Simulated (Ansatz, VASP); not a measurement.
CO2: VASP beside Ansatz

```xyz
12
Lattice="5.4059 0.0000 0.0000 0.0000 5.4059 0.0000 0.0000 0.0000 5.4059" Properties=species:S:1:pos:R:3 pbc="T T T"
C     0.0000    0.0000    0.0000
C     2.7029    0.0000    2.7029
C     2.7029    2.7029    0.0000
C     0.0000    2.7029    2.7029
O     0.6726    0.6726    0.6726
O     2.0304    4.7333    3.3755
O     3.3755    2.0304    4.7333
O     4.7333    3.3755    2.0304
O     4.7333    4.7333    4.7333
O     3.3755    0.6726    2.0304
O     2.0304    3.3755    0.6726
O     0.6726    2.0304    3.3755
```

Alike in both runs: functional PBEsol; k mesh 4 × 4 × 4; occupations gaussian, width 0.1 eV; no spin polarisation.

Ansatz relaxed the structure, and its values are those at the end. VASP's run is a single point on that final structure, the one shown.

|  | VASP | Ansatz |
| --- | --- | --- |
| version | VASP 6.6.1 | Ansatz 0.2.0 |
| potentials or method | VASP PAW PBE potentials, release 64 (C, O) | scalar-relativistic, plane waves, PAW |
| plane-wave cutoff (eV) | 520 | 420 |
| valence electrons in the cell | 64 | 64 |

VASP gave:

* gap on the k mesh at the Fermi level (eV): 6.83
* least direct gap on the mesh (eV): 6.83
* pressure (GPa): 3.7
* rms of the force components (eV/Å): 0.373

Task: What did Ansatz give for the same quantities?

Result: gap on the k mesh at the Fermi level (eV): 6.85; least direct gap on the mesh (eV): 6.85; pressure (GPa): 1.9; rms of the force components (eV/Å): 0.038.

One of these differences is far larger than is usual between the two programs; its cause wasn't traced. With one functional, cell and mesh, what is left measures potentials, basis and numerics.

Caveats: the standard files for N, O and F lose accuracy on very short bonds; the PAW data sets were made with another functional, which shifts forces and pressure a little (VASP). A k mesh can miss the band edges.
